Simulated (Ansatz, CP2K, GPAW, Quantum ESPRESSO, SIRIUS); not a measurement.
## Si3N4: 5 runs at one level of theory

```
Si N
1.0
     4.13078    0.00000    0.00000
     0.00000    4.13078    0.00000
     0.00000    0.00000    4.13078
Si N
3 4
Direct
  0.00000 0.00000 0.50000
  0.50000 0.00000 0.00000
  0.00000 0.50000 0.00000
  0.23952 0.23952 0.76048
  0.76048 0.76048 0.76048
  0.23952 0.76048 0.23952
  0.76048 0.23952 0.23952
```

Measurements of this composition are mostly on another form, of space group No. 176.

Alike in all runs: task single point; functional PBE; k mesh 7 × 7 × 7; occupations fermi-dirac, width 0.05 eV; no spin polarisation; no spin-orbit coupling. Pressure is positive in compression and, in plane waves, holds the error of the finite cutoff.

```
                                                    program and potentials  plane-wave cutoff (eV)         notes  pressure (GPa)  largest force (eV/Å)
                                 Quantum ESPRESSO, SSSP 1.3 efficiency PBE                     816             -           -0.08                 0.006
                                GPAW, GPAW PAW data sets (gpaw-data 1.2.1)                     800             -            1.69                 0.132
                            Ansatz, all-electron LAPW, scalar-relativistic                       -             -            0.04                 0.006
CP2K, POTENTIAL_UZH Si GTH-PBE-q4, N GTH-PBE-q5; TZVP-MOLOPT-PBE-GTH basis                       -  atomic basis           -0.53                 0.098
               SIRIUS, PseudoDojo 0.4.1 PBE standard (scalar relativistic)                    1152             -           -0.10                 0.049
```

Force on atom 4 (N), eV/Å:

```
                                                    program and potentials       x       y       z
                                GPAW, GPAW PAW data sets (gpaw-data 1.2.1)   0.076   0.076  -0.076
CP2K, POTENTIAL_UZH Si GTH-PBE-q4, N GTH-PBE-q5; TZVP-MOLOPT-PBE-GTH basis   0.056   0.056  -0.056
               SIRIUS, PseudoDojo 0.4.1 PBE standard (scalar relativistic)  -0.028  -0.028   0.028
```

The pressure spans -0.53 (CP2K, POTENTIAL_UZH Si GTH-PBE-q4, N GTH-PBE-q5; TZVP-MOLOPT-PBE-GTH basis) to 1.69 GPa (GPAW, GPAW PAW data sets (gpaw-data 1.2.1)), with all-electron results at 0.04. The pressure on the cell as given of GPAW, GPAW PAW data sets (gpaw-data 1.2.1) lies far from the others; the cause wasn't traced. Rows in atomic bases carry the error of their basis and grid, which can be large.

The functional is the same throughout but for its coding, so the spread measures potentials, basis and numerics; runs on potential files found faulty are left out.
